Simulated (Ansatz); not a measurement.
Input of an Ansatz 0.2.0 run:

input.yaml

```yaml
crystal:
  lattice:
    - [0.0, 2.88574, 5.115665]
    - [2.630497, 0.0, 5.115665]
    - [2.630497, 2.88574, 0.0]
  atoms:
    - { symbol: Ge, position: [0.72649, 0.27351, 0.72649] }
    - { symbol: Ge, position: [0.27351, 0.72649, 0.27351] }
    - { symbol: Ge, position: [0.218133, 0.218133, 0.781867] }
    - { symbol: Ge, position: [0.781867, 0.781867, 0.218133] }
hamiltonian:
  xc: pbesol
  pseudopotentials: { kind: paw }
kpoints:
  mp_grid: { grid: [7, 7, 7] }
scf:
  occupations: { method: fermi_dirac, width: 0.05 }
output:
  forces: true
  stress: true
  eigenvalues: true
relax:
  f_tol: 0.01
  max_steps: 40
  cell: { stress_tol: 0.05, p_target: 30.0 }
```

Potentials or basis: Ansatz PAW.

Run with:

```sh
$ ansatz run input.yaml --threads 2 --pin off --max-ram 5632MiB --backend cpu --events-out ev --progress --plain --runs-dir out
```

Estimate the space group after relaxing (to 0.05 Å).

Fmmm (No. 69).

What does it give for the relaxed cell?

a = 5.267 Å, b = 5.167 Å, c = 3.589 Å, α = 71.38°, β = 68.39°, γ = 40.22°.

Predict the relaxed volume.

14.63 Å³/atom.

Forces on the atoms (eV/Å):
```
Ge   0.000 -0.001  0.000
Ge   0.000  0.001  0.000
Ge   0.000  0.000  0.005
Ge   0.000  0.000 -0.005
```

Caveat: the volume moved by over 15 % at a fixed basis, so the end points are rough; the plane-wave basis is chosen anew once the cell has moved, so the energies of steps on either side of that aren't comparable; the PAW data sets come from PBE, with cores solved anew for the run's functional, which leaves a small shift of forces and pressure.
